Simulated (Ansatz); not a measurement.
AlRu:

```
CELL_PARAMETERS angstrom
2.99160 0.00000 0.00000
0.00000 2.99160 0.00000
0.00000 0.00000 2.99160
ATOMIC_POSITIONS crystal
Ru 0.50000 0.50000 0.50000
Al 0.00000 0.00000 0.00000
```

* Program: Ansatz 0.2.0
* Task: relaxation of cell and atoms
* Functional: PBEsol
* Dispersion: D3(BJ)
* Potentials or basis: Ansatz PAW
* Cutoff: 420 eV (not typed: the program's choice for these potentials)
* k mesh: 9 × 9 × 9
* Occupations: fermi-dirac, width 0.05 eV
* Spin: no spin polarisation

At the start: volume 13.39 Å³/atom.

How do energy, volume and symmetry change on relaxing?

It ends after 5 steps and the volume is 12.82 Å³/atom (-4.2 %); space group Pm-3m (No. 221, to 0.05 Å).

The path:
| step | energy change (eV) | largest force (eV/Å) | volume (Å³) |
| --- | --- | --- | --- |
| 1 | 0.0000 | 0.0000 | 26.77 |
| 2 | -0.0314 | 0.0000 | 25.34 |
| 3 | -0.0340 | 0.0000 | 25.67 |
| 4 | -0.0340 | 0.0000 | 25.65 |
| 5 | -0.0336 | 0.0000 | 25.65 |

Final structure:
```yaml
crystal:
  lattice:
    - [2.94902, 0.00000, 0.00000]
    - [0.00000, 2.94902, 0.00000]
    - [0.00000, 0.00000, 2.94902]
  atoms:
    - { symbol: Ru, position: [0.50000, 0.50000, 0.50000] }
    - { symbol: Al, position: [0.00000, 0.00000, 0.00000] }
```

Caveat: the plane-wave basis is chosen anew once the cell has moved, so the energies of steps on either side of that aren't comparable; pairwise dispersion overbinds metals, which lowers pressure and volume; the PAW data sets come from PBE, with cores solved anew for the run's functional, which leaves a small shift of forces and pressure.
